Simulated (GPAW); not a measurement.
Ca in GPAW: convergence with convergence criteria

Input of the first run (convergence criteria density=0.001 energy=0.01 eigenstates=0.0001); the others differ in this setting and in those tied to it:

run.py

```python
from ase.dft.bandgap import bandgap
from ase.io import read, write
from ase.units import GPa
from gpaw import GPAW, PW

atoms = read('POSCAR')

calc = GPAW(mode=PW(600),
            xc='PBE',
            kpts={'size': (7, 7, 7), 'gamma': True},
            occupations={'name': 'fermi-dirac', 'width': 0.05},
            nbands=12,
            convergence={'density': 0.001, 'energy': 0.01, 'eigenstates': 0.0001},
            maxiter=100,
            txt='gpaw.txt')
atoms.calc = calc
energy = atoms.get_potential_energy()
forces = atoms.get_forces()
stress = atoms.get_stress()
calc.write('gs.gpw')
write('result.traj', atoms)
print(f'Energy: {energy:.6f} eV')
print('Forces (eV/A):')
print(forces.round(4))
print('Stress (GPa):', (stress / GPa).round(3))
print('Fermi level:', round(calc.get_fermi_level(), 4), 'eV')
print(f'Gap: {bandgap(calc)[0]:.4f} eV, direct: {bandgap(calc, direct=True)[0]:.4f} eV')
```

File POSCAR:

```
Ca
1.0
   -2.0964874600      2.1017318100      2.4453524600
    2.0964874600     -2.1017318100      2.4453524600
    2.0964874600      2.1017318100     -2.4453524600
Ca
1
Direct
    0.5000000000      0.5000000000      0.0000000000
```

Potentials or basis: GPAW PAW data sets (gpaw-data 1.2.1), pw.

The run is started by

```sh
$ OMP_NUM_THREADS=1 python run.py
```

This isn't the form of Ca at room conditions, which is fcc.

Hardware: 1 thread of AMD EPYC 7R43 64-Core Processor (Zen 3), on a shared host.

```tsv
convergence criteria	energy less the tightest run, at zero smearing (meV/atom)	SCF cycles	CPU time (s)	peak memory (GiB)
density=0.001 energy=0.01 eigenstates=0.0001	-0.01	8	19	0.16
default	0.00	10	26	0.16
density=1e-05 energy=1e-05	0.00	11	27	0.16
density=1e-05 forces=0.0001	0.00	12	26	0.16
density=1e-06 energy=1e-06 eigenstates=1e-10	0.00	13	27	0.17
```

Against the tightest run, the energy stays within 1 meV/atom from density=0.001 energy=0.01 eigenstates=0.0001 on. The tightest run that finished is the yardstick and may itself not be fully converged.
